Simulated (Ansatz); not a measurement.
A (110) slab of Fe (Im-3m (No. 229)), 6 planes, outer planes Fe (top) and Fe (bottom), with 6 atoms (Fe6) in a surface cell of A = 5.671 Å², as cut from the bulk:

```
Fe
1.0
     2.45249    0.00000    0.00000
    -0.81750    2.31223    0.00000
     0.00000    0.00000   25.01224
Fe
6
Direct
  0.50000 0.50000 0.29985
  0.00000 0.00000 0.37991
  0.50000 0.50000 0.45997
  0.00000 0.00000 0.54003
  0.50000 0.50000 0.62009
  0.00000 0.00000 0.70015
```

Theory: Ansatz, DFT PBE, scalar-relativistic, plane waves, PAW. Plane waves to 420 eV, a k mesh through Γ of 15×15×1 on the computed 6-atom cell and Gaussian smearing (0.10 eV); collinear spin from starting moments 2.44 2.44 2.44 2.44 2.44 2.44 μB.

Against the same 6 atoms in the bulk, the slab as cut lies 1.775 eV higher and the relaxed slab 1.774 eV higher.

Problem. Work out the surface energy before and after relaxation.

Solution. The slab has two faces, so γ = (E_slab − N·E_bulk)/(2A), the mean of both. As cut: 1.775/(2 × 5.671) = 0.1565 eV/Å², and 1 eV/Å² = 16.02 J/m², so γ = 2.51 J/m². Relaxed: 1.774/(2 × 5.671) = 0.1564 eV/Å² = 2.51 J/m². Relaxation recovers 0.1 % of the cost of cutting.

Problem. What is the ideal work of this cut, per area?

Solution. Griffith's ideal work is 2γ: 5.01 J/m², whether the new faces relax or not. One thickness was run, 6 planes, so γ can still shift with it.